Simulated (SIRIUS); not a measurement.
Crystal: Cu.

```xyz
1
Lattice="0.0000 1.8075 1.8075 1.8075 0.0000 1.8075 1.8075 1.8075 0.0000" Properties=species:S:1:pos:R:3 pbc="T T T"
Cu    0.0000    0.0000    0.0000
```

Base run:

| Item | Value |
| --- | --- |
| Program | SIRIUS 7.10.0 |
| Functional | PBE |
| Potentials or basis | PseudoDojo 0.4.1 PBE standard (scalar relativistic) |
| Cutoff | 1254 eV |
| Density cutoff | 5016 eV |
| k mesh | 13 × 13 × 13 |
| Occupations | fermi-dirac, width 0.05 eV |
| Spin | no spin polarisation |

Its results: band gap on the k mesh none (metal or under the smearing width); pressure 1.5 GPa.

**Question.** The run is repeated on the same cell with these changes: potentials or basis from PseudoDojo 0.4.1 PBE standard (scalar relativistic) to JTH 2.0 PBE (PAW); cutoff from 1254 eV to 557 eV; density cutoff from 5016 eV to 5442 eV. What comes out?

**Answer.** Band gap on the k mesh none (metal or under the smearing width); pressure 0.4 GPa.
